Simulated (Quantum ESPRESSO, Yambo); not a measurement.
## MgO (Periclase): changed settings of a GW run in Yambo

Aim: change inputs of a GW run on MgO (Periclase) and see what moves.

Calculated with Yambo 5.3.0; PBE and many-body steps on it, plane waves.

The database entry behind the starting cell differs from later determinations by our own check (about 0.1 % long), so it need not match the best structure at ambient conditions.

**1. The starting structure**

Symmetry: Fm-3m, No. 225, cubic system. Conventional cell: a = 4.217 Å, b = 4.217 Å, c = 4.217 Å, α = 90.00°, β = 90.00°, γ = 90.00°. Nearest to Mg lie 6 O at 2.11 Å. O has 6 Mg at 2.11 Å nearest. Farther neighbours and most contacts between anions are not listed.

As a file:

```xyz
2
Lattice="0.0000 2.1085 2.1085 2.1085 0.0000 2.1085 2.1085 2.1085 0.0000" Properties=species:S:1:pos:R:3 pbc="T T T"
Mg    0.0000    0.0000    0.0000
O     2.1085    2.1085    2.1085
```

The cell and positions come from the Crystallography Open Database and are kept as given unless a step says otherwise.

**2. Base**

This step: Yambo 5.3.0; G0W0 on PBE, plane waves, norm-conserving pseudopotentials.

Now the one-shot GW correction: screening in the RPA, then the self-energy of the levels asked for.

gw1.in

```
HF_and_locXC
gw0
dyson
ppa
em1d
rim_cut
RandQpts= 1000000
RandGvec= 1 RL
EXXRLvcs= 76 Ry
VXCRLvcs= 304 Ry
Chimod= "HARTREE"
% BndsRnXp
 1 | 53 |
%
NGsBlkXp= 13 Ry
% LongDrXp
 1 | 1 | 1 |
%
% GbndRnge
 1 | 53 |
%
DysSolver= "n"
ExtendOut
PPAPntXp= 27.21138 eV
% QPkrange
 1 | 1 | 7 | 10 |
%
```

Started as:

```
OMP_NUM_THREADS=1 mpirun -n 4 yambo -F gw1.in -J gw1 -C gw1 > gw1.log
```

Log:

```text
 Yambo, version 5.3.0

 [02] CORE Variables Setup
 =========================

  [... cell, symmetries and grids as in the set-up ...]

  [02.05] Energies & Occupations
  ==============================

  [X] === General ===
  [X] Electronic Temperature                        :  0.000000  0.000000 [eV K]
  [X] Bosonic    Temperature                        :  0.000000  0.000000 [eV K]
  [X] Finite Temperature mode                       : no
  [X] El. density                                   :  0.85343E+24 [cm-3]
  [X] Fermi Level                                   :  8.010855 [eV]

  [X] === Gaps and Widths ===
  [X] Conduction Band Min                           :  4.733022 [eV]
  [X] Valence Band Max                              :  0.000000 [eV]
  [X] Filled Bands                                  :   8
  [X] Empty Bands                                   :    9   53
  [X] Direct Gap                                    :  4.733022 [eV]
  [X] Direct Gap localized at k                     :  1
  [X] Indirect Gap                                  :  4.733022 [eV]
  [X] Indirect Gap between kpts                     :  1  1
  [X] Last valence band width                       :  1.746695 [eV]
  [X] 1st conduction band width                     :  6.928393 [eV]

 [03] Transferred momenta grid and indexing
 ==========================================

 IBZ Q-points                                      :  29
 BZ  Q-points                                      :   512

 K/Q-points units:
 rlu = crystal or reduced units; cc = cartesian coordinates; iku = interal k-units

 Q [ 1]         [rlu]:  0.000000  0.000000  0.000000
 Q [ 2]         [rlu]:  0.76839E-18  0.76839E-18  0.12500
 Q [ 3]         [rlu]:  0.15368E-17  0.15368E-17  0.25000
 Q [ 4]         [rlu]: -0.93731E-17 -0.93731E-17  0.37500
 Q [ 5]         [rlu]: -0.30736E-17 -0.30736E-17 -0.50000
 Q [ 6]         [rlu]: -0.13535E-16  0.12500      0.12500
 Q [ 7]         [rlu]: -0.14971E-16  0.12500      0.25000
 Q [ 8]         [rlu]: -0.26219E-16  0.12500      0.37500
 Q [ 9]         [rlu]: -0.93731E-17  0.12500      0.50000
 Q [10]         [rlu]: -0.30736E-17  0.12500     -0.37500
     [... 17 further rows ...]
 Q [28]         [rlu]:  0.125000 -0.500000 -0.375000
 Q [29]         [rlu]:  0.250000 -0.500000 -0.250000

 [04] Coloumb potential Random Integration (RIM)
 ===============================================

  [04.01] RIM initialization
  ==========================

  * Diagonal components only detected *

  8 x (sBL volume)        :  0.030635 [a.u.]
  sBZ random points       :  1000000
  Points outside the sBZ  :   7996195
  RL volume               :  1.960614 [a.u.]
  Integrated volume       :  1.961547 [a.u.]

  [04.02] RIM integrals
  =====================

  Gamma point sphere radius             :  0.056757 [a.u.]
  Points outside the sphere             :   799659
  [Int_sBZ(q=0) 1/q^2]*(Vol_sBZ)^(-1/3) =:  7.764404
                                 should be <:  7.795600

  Summary of Coulomb integrals for non-metallic bands |Q|[au] RIM/Bare

  Q [1] 0.100000E-4 0.995998 * Q [2] 0.170706 1.064319
  Q [6] 0.197114 1.063169 * Q [12] 0.278761 1.026442
  Q [7] 0.326877 1.018967 * Q [3] 0.341411 1.016617
  Q [13] 0.394228 1.013307 * Q [11] 0.429600 1.011176
  Q [22] 0.440760 1.010269 * Q [8] 0.482829 1.008519
  Q [14] 0.512117 1.007739 * Q [4] 0.512117 1.007575
[...]
Q [27] 0.710705 1.004363 * Q [24] 0.737533 1.004128
  Q [26] 0.757031 1.003655 * Q [21] 0.788456 1.003828
  Q [28] 0.812722 1.003613 * Q [20] 0.836284 1.003282
  Q [29] 0.881520 1.003117

 [05] Dipoles
 ============

  [05.01] Setup: observables and procedures
  =========================================

 [06] Dynamic Dielectric Matrix (PPA)
 ====================================

 [WR./gw1//ndb.pp]---------------------------------------------------------------
  Brillouin Zone Q/K grids (IBZ/BZ)                :    29   512    29   512
  RL vectors                                       :  1893 [WF]
  Coulomb cutoff potential                         : none
  Electronic Temperature                           :  0.000000 [K]
  Bosonic    Temperature                           :  0.000000 [K]
  PPA    diel. fun.  energies                      : Perdew, Burke & Ernzerhof(X)+Perdew, Burke & Ernzerhof(C)
  wavefunctions                                    : Perdew, Burke & Ernzerhof(X)+Perdew, Burke & Ernzerhof(C)
  Global Gauge                                     : length
  X matrix size                                    :  137
  X band range                                     :    1   53
  X e/h energy range                               : -1.000000 -1.000000 [eV]
  X Time ordering                                  : R
  X Hxc Kernel                                     : HARTREE
  X Drude frequency                                :  0.000000  0.000000
  X poles                                          :  100.0000 [o/o]
  RL vectors in the sum                            :  1893
  [r,Vnl] included                                 : yes
  Field direction                                  :  0.577350E-5  0.577350E-5  0.577350E-5
  BZ energy Double Grid                            : no
  BZ energy DbGd points                            : 0
  BZ Q point size factor                           : -1.000000
  X Optical Averaged directions                    : none

 [07] Local Exchange-Correlation + Non-Local Fock
 ================================================

 [VXC] Plane waves :  11311
 [EXS] Plane waves :  1459

 QP @ state[ 1 ] K range:  1  1
 QP @ state[ 1 ] b range:   7  10

 [xc] Functional : Perdew, Burke & Ernzerhof(X)+Perdew, Burke & Ernzerhof(C)
 [xc] LIBXC used to calculate xc functional
  PP Number of Atomic Species                      :  2
  NLCC RL compoments                               :  11311
  PP Number of Atomic Species                      :  2
  NLCC RL compoments                               :  11311

 [xc] E_xc :  -11.58431 [Ha]
      E_xc :  -23.16862 [Ry]

  Local XC kind (lXC) : Perdew, Burke & Ernzerhof(X)+Perdew, Burke & Ernzerhof(C)
  Non-Local XC kind (nlXC) : Hartree-Fock

  Corrections @ K [1] :  [eV]
 <7|nlXC|7> = -25.51445  0.61942E-19 <7|lXC|7> = -20.10731 -0.75527E-15
 <8|nlXC|8> = -25.51445  0.16156E-17 <8|lXC|8> = -20.10731  0.000000
 <9|nlXC|9> = -8.966000  0.13750E-17 <9|lXC|9> = -13.45261  0.000000
 <10|nlXC|10> = -3.692723  0.13417E-18 <10|lXC|10> = -9.568463  0.000000

 [08] Dyson equation: Newton solver
 ==================================

  [08.01] G0W0 (W PPA)
  ====================

  [  GW  ] Bands range     :    1   53
  [GW/PPA] G damping       :  0.100000 [eV]

  QP @ state[ 1 ] K range:  1  1
  QP @ state[ 1 ] b range:   7  10

   Sc/G bands                                       :    1   53
   Sc/G damping                                     :  0.100000 ev
   Sc bands terminator                              : no
   Sx RL components                                 :  1459

   QP @ state[ 1 ] K range                          :  1  1
   QP @ state[ 1 ] b range                          :   7  10
   GF energies kind                                 : Perdew, Burke & Ernzerhof(X)+Perdew, Burke & Ernzerhof(C)
   GF WF`s kind                                     : Perdew, Burke & Ernzerhof(X)+Perdew, Burke & Ernzerhof(C)
   Xs energies kind                                 : Perdew, Burke & Ernzerhof(X)+Perdew, Burke & Ernzerhof(C)
   Xs WF`s kind                                     : Perdew, Burke & Ernzerhof(X)+Perdew, Burke & Ernzerhof(C)

 [11] Game Over & Game summary
```

Run time: 7.6 min. Hardware: 4 MPI ranks of Intel Xeon Platinum 8259CL at 2.50GHz (Skylake/Cascade Lake), shared host; peak memory 1.4 GiB.

This step gave:

```
G0W0 gap on the points computed              : 6.882 eV
starting gap on the mesh                     : 4.733 eV
k of the valence top                         : 0, 0, 0
k of the conduction bottom                   : 0, 0, 0
least direct G0W0 gap on the computed points : 6.882 eV
Z at the valence top                         : 0.8025
Z at the conduction bottom                   : 0.8515
```

The gap on the mesh goes from 4.73 eV to 6.88 eV, a correction of +2.15 eV.

**3. Pole fitted at another frequency**

gw3.in

```
HF_and_locXC
gw0
dyson
ppa
em1d
rim_cut
RandQpts= 1000000
RandGvec= 1 RL
EXXRLvcs= 76 Ry
VXCRLvcs= 304 Ry
Chimod= "HARTREE"
% BndsRnXp
 1 | 53 |
%
NGsBlkXp= 13 Ry
% LongDrXp
 1 | 1 | 1 |
%
% GbndRnge
 1 | 53 |
%
DysSolver= "n"
ExtendOut
PPAPntXp= 5 eV
% QPkrange
 1 | 1 | 7 | 10 |
%
```

Started as:

```
OMP_NUM_THREADS=1 mpirun -n 4 yambo -F gw3.in -J gw3 -C gw3 > gw3.log
```

Log:

```text
 Yambo, version 5.3.0

 [02] CORE Variables Setup
 =========================

  [... cell, symmetries and grids as in the set-up ...]

  [02.05] Energies & Occupations
  ==============================

  [X] === General ===
  [X] Electronic Temperature                        :  0.000000  0.000000 [eV K]
  [X] Bosonic    Temperature                        :  0.000000  0.000000 [eV K]
  [X] Finite Temperature mode                       : no
  [X] El. density                                   :  0.85343E+24 [cm-3]
  [X] Fermi Level                                   :  8.010855 [eV]

  [X] === Gaps and Widths ===
  [X] Conduction Band Min                           :  4.733022 [eV]
  [X] Valence Band Max                              :  0.000000 [eV]
  [X] Filled Bands                                  :   8
  [X] Empty Bands                                   :    9   53
  [X] Direct Gap                                    :  4.733022 [eV]
  [X] Direct Gap localized at k                     :  1
  [X] Indirect Gap                                  :  4.733022 [eV]
  [X] Indirect Gap between kpts                     :  1  1
  [X] Last valence band width                       :  1.746695 [eV]
  [X] 1st conduction band width                     :  6.928393 [eV]

 [03] Transferred momenta grid and indexing
 ==========================================

 IBZ Q-points                                      :  29
 BZ  Q-points                                      :   512

 K/Q-points units:
 rlu = crystal or reduced units; cc = cartesian coordinates; iku = interal k-units

 Q [ 1]         [rlu]:  0.000000  0.000000  0.000000
 Q [ 2]         [rlu]:  0.76839E-18  0.76839E-18  0.12500
 Q [ 3]         [rlu]:  0.15368E-17  0.15368E-17  0.25000
[...]
[07] Local Exchange-Correlation + Non-Local Fock
 ================================================

 [VXC] Plane waves :  11311
 [EXS] Plane waves :  1459

 QP @ state[ 1 ] K range:  1  1
 QP @ state[ 1 ] b range:   7  10

 [xc] Functional : Perdew, Burke & Ernzerhof(X)+Perdew, Burke & Ernzerhof(C)
 [xc] LIBXC used to calculate xc functional
  PP Number of Atomic Species                      :  2
  NLCC RL compoments                               :  11311
  PP Number of Atomic Species                      :  2
  NLCC RL compoments                               :  11311

 [xc] E_xc :  -11.58431 [Ha]
      E_xc :  -23.16862 [Ry]

  Local XC kind (lXC) : Perdew, Burke & Ernzerhof(X)+Perdew, Burke & Ernzerhof(C)
  Non-Local XC kind (nlXC) : Hartree-Fock

  Corrections @ K [1] :  [eV]
 <7|nlXC|7> = -25.51445  0.61942E-19 <7|lXC|7> = -20.10731 -0.75527E-15
 <8|nlXC|8> = -25.51445  0.16156E-17 <8|lXC|8> = -20.10731  0.000000
 <9|nlXC|9> = -8.966000  0.13750E-17 <9|lXC|9> = -13.45261  0.000000
 <10|nlXC|10> = -3.692723  0.13417E-18 <10|lXC|10> = -9.568463  0.000000

 [08] Dyson equation: Newton solver
 ==================================

  [08.01] G0W0 (W PPA)
  ====================

  [  GW  ] Bands range     :    1   53
  [GW/PPA] G damping       :  0.100000 [eV]

  QP @ state[ 1 ] K range:  1  1
  QP @ state[ 1 ] b range:   7  10

   Sc/G bands                                       :    1   53
   Sc/G damping                                     :  0.100000 ev
   Sc bands terminator                              : no
   Sx RL components                                 :  1459

   QP @ state[ 1 ] K range                          :  1  1
   QP @ state[ 1 ] b range                          :   7  10
   GF energies kind                                 : Perdew, Burke & Ernzerhof(X)+Perdew, Burke & Ernzerhof(C)
   GF WF`s kind                                     : Perdew, Burke & Ernzerhof(X)+Perdew, Burke & Ernzerhof(C)
   Xs energies kind                                 : Perdew, Burke & Ernzerhof(X)+Perdew, Burke & Ernzerhof(C)
   Xs WF`s kind                                     : Perdew, Burke & Ernzerhof(X)+Perdew, Burke & Ernzerhof(C)

 [11] Game Over & Game summary
```

It took 7.5 min on 4 MPI ranks; peak memory 1.4 GiB.

This step gave:

| Item | Value |
| --- | --- |
| G0W0 gap on the points computed | 6.792 eV |
| starting gap on the mesh | 4.733 eV |
| k of the valence top | 0, 0, 0 |
| k of the conduction bottom | 0, 0, 0 |
| least direct G0W0 gap on the computed points | 6.792 eV |
| Z at the valence top | 0.7735 |
| Z at the conduction bottom | 0.8301 |

Against G0W0 in Yambo (8×8×8 mesh, 53 bands, screening to 176.9 eV, Godby-Needs plasmon pole), the gap moves by −0.089 eV.

**4. Damping of G**

gw4.in, as its differences from gw3.in of step 3:

```diff
@@ -23,3 +23,3 @@
 ExtendOut
-PPAPntXp= 5 eV
+PPAPntXp= 27.21138 eV
 % QPkrange
@@ -27 +27,2 @@
 %
+GDamping= 1.0 eV
```

Started as:

```
OMP_NUM_THREADS=1 mpirun -n 4 yambo -F gw4.in -J gw4,gw1_W -C gw4 > gw4.log
```

Log:

```text
 Yambo, version 5.3.0

 [02] CORE Variables Setup
 =========================

  [... cell, symmetries and grids as in the set-up ...]

  [02.05] Energies & Occupations
  ==============================

  [X] === General ===
  [X] Electronic Temperature                        :  0.000000  0.000000 [eV K]
  [X] Bosonic    Temperature                        :  0.000000  0.000000 [eV K]
  [X] Finite Temperature mode                       : no
  [X] El. density                                   :  0.85343E+24 [cm-3]
[...]
Sx RL components                                 :  1459

   QP @ state[ 1 ] K range                          :  1  1
   QP @ state[ 1 ] b range                          :   7  10
   GF energies kind                                 : Perdew, Burke & Ernzerhof(X)+Perdew, Burke & Ernzerhof(C)
   GF WF`s kind                                     : Perdew, Burke & Ernzerhof(X)+Perdew, Burke & Ernzerhof(C)
   Xs energies kind                                 : Perdew, Burke & Ernzerhof(X)+Perdew, Burke & Ernzerhof(C)
   Xs WF`s kind                                     : Perdew, Burke & Ernzerhof(X)+Perdew, Burke & Ernzerhof(C)

 [11] Game Over & Game summary
```

Elapsed: 47 s, on 4 MPI ranks; peak memory 1.4 GiB; 3.1 min of CPU time.

Numbers from this step:

```yaml
g0w0_gap_on_the_points_computed: 6.889 eV
starting_gap_on_the_mesh: 4.733 eV
k_of_the_valence_top: 0, 0, 0
k_of_the_conduction_bottom: 0, 0, 0
least_direct_g0w0_gap_on_the_computed_points: 6.889 eV
```

Against G0W0 in Yambo (8×8×8 mesh, 53 bands, screening to 176.9 eV, Godby-Needs plasmon pole), the gap moves by +0.007 eV.

**5. Field direction**

gw6.in

```
HF_and_locXC
gw0
dyson
ppa
em1d
rim_cut
RandQpts= 1000000
RandGvec= 1 RL
EXXRLvcs= 76 Ry
VXCRLvcs= 304 Ry
Chimod= "HARTREE"
% BndsRnXp
 1 | 53 |
%
NGsBlkXp= 13 Ry
% LongDrXp
 1 | 0 | 0 |
%
% GbndRnge
 1 | 53 |
%
DysSolver= "n"
ExtendOut
PPAPntXp= 27.21138 eV
% QPkrange
 1 | 1 | 7 | 10 |
%
```

Started as:

```
OMP_NUM_THREADS=1 mpirun -n 4 yambo -F gw6.in -J gw6 -C gw6 > gw6.log
```

Log:

```text
 Yambo, version 5.3.0

 [02] CORE Variables Setup
 =========================

  [... cell, symmetries and grids as in the set-up ...]

  [02.05] Energies & Occupations
  ==============================

  [X] === General ===
  [X] Electronic Temperature                        :  0.000000  0.000000 [eV K]
  [X] Bosonic    Temperature                        :  0.000000  0.000000 [eV K]
  [X] Finite Temperature mode                       : no
  [X] El. density                                   :  0.85343E+24 [cm-3]
[...]
Sx RL components                                 :  1459

   QP @ state[ 1 ] K range                          :  1  1
   QP @ state[ 1 ] b range                          :   7  10
   GF energies kind                                 : Perdew, Burke & Ernzerhof(X)+Perdew, Burke & Ernzerhof(C)
   GF WF`s kind                                     : Perdew, Burke & Ernzerhof(X)+Perdew, Burke & Ernzerhof(C)
   Xs energies kind                                 : Perdew, Burke & Ernzerhof(X)+Perdew, Burke & Ernzerhof(C)
   Xs WF`s kind                                     : Perdew, Burke & Ernzerhof(X)+Perdew, Burke & Ernzerhof(C)

 [11] Game Over & Game summary
```

Run time: 7.3 min. Hardware: 4 MPI ranks; peak memory 1.4 GiB.

This step gave:

```yaml
g0w0_gap_on_the_points_computed: 6.882 eV
starting_gap_on_the_mesh: 4.733 eV
k_of_the_valence_top: 0, 0, 0
k_of_the_conduction_bottom: 0, 0, 0
least_direct_g0w0_gap_on_the_computed_points: 6.882 eV
```

Against G0W0 in Yambo (8×8×8 mesh, 53 bands, screening to 176.9 eV, Godby-Needs plasmon pole), the gap moves by +0.000 eV.

[end of part 1 of 2]

[Paths, hosts, dates, memory and timing lines, banners, echoed tables and standing remarks are left out of the program output.]

[Logs are printed without paths, hosts, clocks, repeated set-up lines and the standing remarks that a program may print on its own settings, such as how far it seeks lower states.]

[Runs of the session that timed out or met a known fault of the program may be left out.]

[Hosts, paths, dates, database ids (printed as entryN), source tags and the programs' standing remarks are cut or masked in the printed files.]
